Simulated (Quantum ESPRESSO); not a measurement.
# SiC (Moissanite): zone-centre phonons under several settings

```
Si C
1.0
     3.07600    0.00000    0.00000
    -1.53800    2.66389    0.00000
     0.00000    0.00000    5.04800
Si C
2 2
Direct
  0.66667 0.33333 0.50000
  0.33333 0.66667 0.00000
  0.66667 0.33333 0.88500
  0.33333 0.66667 0.38500
```

All runs used Quantum ESPRESSO 7.5; potentials PseudoDojo 0.4.1 SR PBE standard; k mesh 6 × 6 × 4, shifted; no spin polarisation; cutoff 1116 eV; occupations smeared at first, fixed for the response.

```csv
level,geometry,volume (Å³/atom),pressure (GPa),lowest optical mode without the field (cm⁻¹),highest optical mode without the field (cm⁻¹),sum of the Born charges (e)
AM05,"given cell, atoms relaxed",10.34,0.5,251,828,-0.21
BLYP,relaxed cell,?,0.0,?,?,?
BLYP,"given cell, atoms relaxed",10.34,9.9,267,842,-0.17
```

**Question.** What stands in the row left open?

**Answer.** Volume 10.83 Å³/atom; lowest optical mode without the field 267 cm⁻¹; highest optical mode without the field 800 cm⁻¹; sum of the Born charges -0.17 e.

Caveats: the potentials were made for another functional, which shifts forces and pressure; the cell is more than 3 GPa from zero pressure, which shifts response properties (some runs).

For the row left open. Caveat: the mesh is thin for the dielectric tensor, Born charges and intensities, which usually come out too large; the potentials were made for another functional, which shifts forces and pressure; the Born charges break their sum rule by 0.17 e, a sign of too thin a mesh.
